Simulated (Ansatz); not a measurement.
Here is an Ansatz 0.2.0 calculation.

The input input.yaml:

```yaml
crystal:
  lattice:
    - [4.2628798384, 0.0, 0.0]
    - [-2.1314399192, 3.6917622333, 0.0]
    - [0.0, 0.0, 5.661771]
  atoms:
    - { symbol: Pt, position: [0.0, 0.0, 0.0] }
    - { symbol: Pt, position: [0.0, 0.0, 0.5] }
    - { symbol: Te, position: [0.3333333333, 0.6666666667, 0.25] }
    - { symbol: Te, position: [0.6666666667, 0.3333333333, 0.75] }
hamiltonian:
  xc: pbesol
  pseudopotentials: { kind: paw, source: jth, xc_functional: pbe }
kpoints:
  mp_grid: { grid: [7, 7, 5] }
  band_path:
    path:
      - [[0.0, 0.0, 0.0], [0.5, 0.0, 0.0], [0.3333333333, 0.3333333333, 0.0], [0.0, 0.0, 0.0], [0.0, 0.0, 0.5], [0.5, 0.0, 0.5], [0.3333333333, 0.3333333333, 0.5], [0.0, 0.0, 0.5]]
      - [[0.5, 0.0, 0.5], [0.5, 0.0, 0.0]]
      - [[0.3333333333, 0.3333333333, 0.0], [0.3333333333, 0.3333333333, 0.5]]
    npoints: 14
scf:
  occupations: { method: fermi_dirac, width: 0.05 }
  n_extra_bands: 10
output:
  forces: true
  stress: true
  eigenvalues: true
  fatbands: false
```

Potentials or basis: JTH PAW.

Launch:

```console
$ ansatz run input.yaml --threads 2 --pin off --max-ram 5632MiB --backend cpu --events-out ev --progress --plain --runs-dir out
```

Question: Estimate the band gap on the k mesh.

Answer: None (metal or under the smearing width).

Question: Estimate the pressure.

Answer: -3.7 GPa.

Stress tensor (GPa, compression positive):
```
-3.09  0.00  0.00
 0.00 -3.09  0.00
 0.00  0.00 -5.00
```

Caveat: spin-orbit coupling is left out, which moves the levels of the heavy elements.
